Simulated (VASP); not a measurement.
In MgO (rock salt type) the Mg atom of the primitive cell, with all its periodic images, is moved by 0.06 Å along [111].

```
Mg O
1.0
     0.00000    2.12500    2.12500
     2.12500    0.00000    2.12500
     2.12500    2.12500    0.00000
Mg O
1 1
Direct
  0.00815 0.00815 0.00815
  0.50000 0.50000 0.50000
```

Theory: PBE, plane waves, standard recommended PAW potentials in VASP 6.6.1.

Cutoff 525 eV; orbitals from an earlier step on the same cell; potentials Mg_pv O; PREC = Accurate; k-mesh 4×4×4 Γ-centred; Fermi–Dirac smearing of 0.05 eV; no spin polarisation.

**Question.** What force results?

**Answer.** The force on it along the displacement is -0.2972 eV/Å, a force constant of 4.95 eV/Å².

| atom | Fx (eV/Å) | Fy (eV/Å) | Fz (eV/Å) |
| --- | --- | --- | --- |
| Mg1 | -0.1716 | -0.1716 | -0.1716 |
| O2 | 0.1716 | 0.1716 | 0.1716 |

The k-mesh is modest, so these values aren't fully converged in k.
